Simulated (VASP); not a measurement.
CaO in VASP 6.6.1, single-point calculation

INCAR

```
GGA = PE
NBANDS = 15
ISIF = 2
BMIX = 0.0001
IBRION = -1
ENCUT = 520
SIGMA = 0.02
LWAVE = .FALSE.
PREC = Accurate
LASPH = .FALSE.
LREAL = .FALSE.
EDIFF = 1E-7
ISMEAR = -1
NSW = 0
NELM = 120
LCHARG = .FALSE.
AMIX = 0.2
```

KPOINTS

```
KPOINTS created by Atomic Simulation Environment
0
Gamma
8 8 8
0 0 0
```

POSCAR

```
Ca O
 1.0000000000000000
     2.9032089648000001    0.0000000000000000    0.0000000000000000
     0.0000000000000000    2.9032089648000001    0.0000000000000000
     0.0000000000000000    0.0000000000000000    2.9943697263000000
 Ca  O
   1   1
Cartesian
  0.0000000000000000  0.0000000000000000  0.0000000000000000
  1.4516044824000001  1.4516044824000001  1.4971848631499998
```

The recommended PBE PAW datasets give the neutral cell 16 valence electrons.

Command

```
mpirun -np 1 vasp_std
```

OSZICAR

```
N       E                     dE             d eps       ncg     rms          rms(c)
DAV:   1     0.122536775083E+03    0.12254E+03   -0.85213E+03  2250   0.112E+03
DAV:   2    -0.852124313368E+01   -0.13106E+03   -0.12262E+03  2754   0.292E+02
DAV:   3    -0.132658214317E+02   -0.47446E+01   -0.47160E+01  2551   0.575E+01
DAV:   4    -0.133779011271E+02   -0.11208E+00   -0.11200E+00  3231   0.801E+00
DAV:   5    -0.133796294498E+02   -0.17283E-02   -0.17283E-02  2647   0.844E-01    0.816E+00
DAV:   6    -0.119997245571E+02    0.13799E+01   -0.11539E+00  2622   0.120E+01    0.369E+00
DAV:   7    -0.118312666535E+02    0.16846E+00   -0.52272E-01  2889   0.641E+00    0.230E+00
DAV:   8    -0.118548370792E+02   -0.23570E-01   -0.24730E-01  2355   0.477E+00    0.146E+00
DAV:   9    -0.118060697328E+02    0.48767E-01   -0.60038E-02  2853   0.274E+00    0.170E-01
DAV:  10    -0.118073818311E+02   -0.13121E-02   -0.14299E-02  2509   0.894E-01    0.219E-01
DAV:  11    -0.118069271260E+02    0.45471E-03   -0.20990E-03  2700   0.597E-01    0.495E-02
DAV:  12    -0.118071096014E+02   -0.18248E-03   -0.58891E-04  2707   0.306E-01    0.105E-01
DAV:  13    -0.118069106580E+02    0.19894E-03   -0.17136E-04  2678   0.149E-01    0.259E-02
DAV:  14    -0.118069045644E+02    0.60935E-05   -0.59950E-05  2558   0.558E-02    0.222E-03
DAV:  15    -0.118069048330E+02   -0.26858E-06   -0.15441E-06  2839   0.950E-03    0.262E-03
DAV:  16    -0.118069047758E+02    0.57164E-07   -0.15522E-07  2660   0.355E-03
   1 F= -.11806905E+02 E0= -.11806905E+02  d E =-.646534E-14
```

From OUTCAR

```
k-points           NKPTS =     75   k-points in BZ     NKDIM =     75   number of bands    NBANDS=     15

   NELECT =      16.0000    total number of electrons

   dimension x,y,z NGX =    24 NGY =   24 NGZ =   24
   dimension x,y,z NGXF=    48 NGYF=   48 NGZF=   48

  energy-cutoff  :      520.00
  volume of cell :       25.24
      direct lattice vectors                 reciprocal lattice vectors
     2.903208965  0.000000000  0.000000000     0.344446443  0.000000000  0.000000000
     0.000000000  2.903208965  0.000000000     0.000000000  0.344446443  0.000000000
     0.000000000  0.000000000  2.994369726     0.000000000  0.000000000  0.333960096

 k-points in reciprocal lattice and weights: KPOINTS created by Atomic Simulation Env
   0.00000000  0.00000000  0.00000000       0.002
   0.12500000  0.00000000  0.00000000       0.008
   0.25000000  0.00000000  0.00000000       0.008
   0.37500000  0.00000000  0.00000000       0.008
   0.50000000  0.00000000  0.00000000       0.004
   0.12500000  0.12500000  0.00000000       0.008
   0.25000000  0.12500000  0.00000000       0.016
   0.37500000  0.12500000  0.00000000       0.016
   ...

 E-fermi :   4.6041

 k-point     1 :       0.0000    0.0000    0.0000
  band No.  band energies     occupation
      1     -35.4096      2.00000
      2     -15.9321      2.00000
      3     -15.8724      2.00000
      4     -15.8724      2.00000
      5     -12.3848      2.00000
      6       3.4860      2.00000
      7       3.7622      2.00000
      8       3.7622      2.00000
      9       6.7232      0.00000
     10       6.7234      0.00000
     11       8.8619      0.00000
     12      12.1777      0.00000
     13      12.1777      0.00000
     14      12.3306      0.00000
     15      22.8150      0.00000

 k-point     2 :       0.1250    0.0000    0.0000
  band No.  band energies     occupation
      1     -35.3855      2.00000
      2     -16.1217      2.00000
      3     -15.9132      2.00000
      4     -15.8549      2.00000
      5     -12.1954      2.00000
      6       3.0065      2.00000
      7       3.4162      2.00000
      8       3.7067      2.00000
      9       6.8541      0.00000
     10       7.3928      0.00000
     11       9.5163      0.00000
     12      12.1017      0.00000
     13      12.2212      0.00000
     14      12.2288      0.00000
     15      21.9740      0.00000

 k-point     3 :       0.2500    0.0000    0.0000
  band No.  band energies     occupation
      1     -35.3267      2.00000
      2     -16.6515      2.00000
      3     -15.8672      2.00000
      4     -15.8122      2.00000
      5     -11.7914      2.00000
      6       1.6896      2.00000
      7       3.2422      2.00000
      8       3.5662      2.00000
      9       7.1924      0.00000
     10       8.9042      0.00000
     11      10.8867      0.00000
     12      11.9605      0.00000
     13      12.0266      0.00000
     14      12.3283      0.00000
     15      20.2673      0.00000

 ...

  Total        0.7240983      0.7240983     -1.1222602      0.0000000      0.0000000      0.0000000
  in kB       45.9669909     45.9669909    -71.2429895      0.0000000      0.0000000      0.0000000
  external PRESSURE =       6.8969975 kB  Pullay stress =       0.0000000 kB

 POSITION                                       TOTAL-FORCE (eV/Angst)
 -----------------------------------------------------------------------------------
      0.00000      0.00000      0.00000         0.000000      0.000000      0.000000
      1.45160      1.45160      1.49718         0.000000      0.000000      0.000000
 -----------------------------------------------------------------------------------
    total drift:                                0.000000      0.000000     -0.000000

  FREE ENERGIE OF THE ION-ELECTRON SYSTEM (eV)
  ---------------------------------------------------
  free  energy   TOTEN  =       -11.8069047758 eV

  energy  without entropy=      -11.8069047758  energy(sigma->0) =      -11.80690478
```

It converged. Results: gap between bands v and c on the k mesh 2.66 eV; least direct gap on the k mesh 2.96 eV; pressure 0.7 GPa. Band v is the last that the valence electrons fill when counted band by band, and c is the next.

For comparison, a separate PBE run of the intended cell, on usual settings and not on those above, gives a gap of 2.67 eV on its mesh and a pressure of 0.7 GPa.

The run above took about 8.7 s on one core of a shared host (Intel Xeon 6975P-C) and held 0.16 GiB at most.
